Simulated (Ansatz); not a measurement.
The calculation used DFT PBEsol, scalar-relativistic, plane waves, PAW in Ansatz.

Settings: cutoff 420 eV, Γ-centred mesh 14×14×10 on the computed 3-atom cell, Gaussian smearing of 0.10 eV; no spin polarisation.

```xyz
3
Lattice="3.0174 0.0044 0.0364 -1.5049 2.6154 0.0364 0.0416 0.0720 3.7658" Properties=species:S:1:pos:R:3 pbc="T T T"
Mg    0.0248    0.0430   -0.0691
B     0.0199    1.7544    1.9538
B     1.5094    0.8944    1.9538
```

(1) Is this geometry at equilibrium? Which atom feels the largest force?

(2) Give all forces and the stress.

Answers

(1) It isn't. Atom 1 (Mg) feels (-0.19, -0.33, 0.61) eV/Å, 0.715 eV/Å in size.

(2)
```json
{"atom": "Mg1", "Fx": "-0.190", "Fy": "-0.330", "Fz": "0.606"}
{"atom": "B2", "Fx": "-0.105", "Fy": "0.280", "Fz": "-0.303"}
{"atom": "B3", "Fx": "0.295", "Fy": "0.049", "Fz": "-0.303"}
```
Stress (GPa, compression positive):
```
  7.13  -1.24  -1.50
 -1.24   5.70  -2.60
 -1.50  -2.60 -16.80
```